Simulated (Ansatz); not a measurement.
# RbBr: the cell at several levels of theory

An exercise on one series of results from a longer session: the logs are not shown, and one member is left open.

Code: Ansatz 0.2.0. PAW datasets, plane waves, zero pressure. Simulation only: spin-unpolarised, and no claim that this is the phase found in nature.

### The system as given

The symmetry is Pm-3m (No. 221, cubic); a = 4.185 Å in the conventional setting, 36.65 Å³ an atom. Near Rb stand 8 Br at 3.62 Å; near Br stand 8 Rb at 3.62 Å.

The structure in full:

```cif
data_structure
_symmetry_space_group_name_H-M 'Pm-3m'
_symmetry_Int_Tables_number 221
_cell_length_a 4.1851
_cell_length_b 4.1851
_cell_length_c 4.1851
_cell_angle_alpha 90.000
_cell_angle_beta 90.000
_cell_angle_gamma 90.000
_cell_volume 73.30
loop_
_atom_site_label
_atom_site_type_symbol
_atom_site_symmetry_multiplicity
_atom_site_Wyckoff_symbol
_atom_site_fract_x
_atom_site_fract_y
_atom_site_fract_z
_atom_site_occupancy
Rb1 Rb 1 a 0.00000 0.00000 0.00000 1
Br1 Br 1 b 0.50000 0.50000 0.50000 1
```

Set-up of the first run:

Input file input.yaml:

```yaml
crystal:
  lattice:
    - [4.1850527527, 0.0, 0.0]
    - [0.0, 4.1850527527, 0.0]
    - [0.0, 0.0, 4.1850527527]
  atoms:
    - { symbol: Rb, position: [0.0, 0.0, 0.0] }
    - { symbol: Br, position: [0.5, 0.5, 0.5] }
kpoints:
  mp_grid: { grid: [6, 6, 6] }
hamiltonian:
  xc: pbe
scf:
  occupations: { method: fermi_dirac, width: 0.02 }
relax:
  f_tol: 0.005
  cell: {}
output:
  write_density: true
  write_potential: true
  elf: true
  volumetric_format: npy
```

Run with:

```sh
$ ansatz run input.yaml --threads 2 --pin off --max-ram 2211MiB --backend cpu --events-out ev --progress --plain --runs-dir out
```

Steps of the session up to this table: Relaxing with PBE; r2SCAN: cell and atoms; Relaxing with PBEsol; LDA: cell and atoms; HSE06: cell and atoms.

One of the session's tables, all rows but one given; the rest of the session is left out.

| level | a (Å) | volume (Å³/atom) |
| --- | --- | --- |
| PBE | 4.197 | 36.955 |
| r2SCAN | 4.128 | 35.169 |
| PBEsol | ? | ? |
| LDA | 3.968 | 31.245 |
| HSE06 | 4.165 | 36.118 |

Q: Estimate the row for PBEsol from the others.

**Answer.** a (Å): 4.072; volume (Å³/atom): 33.766. In the column «a (Å)» it lies between LDA (3.968) and r2SCAN (4.128).

What this shows: The first relaxation changed the volume by +0.8 % from the start. The volume runs from LDA (least) to PBE (most), a spread of 18.3 %, or 5.8 % in length if all axes shared it alike. The meshes differ: PBE 6×6×6, r2SCAN 6×6×6, PBEsol 6×6×6, LDA 6×6×6, HSE06 4×4×4.
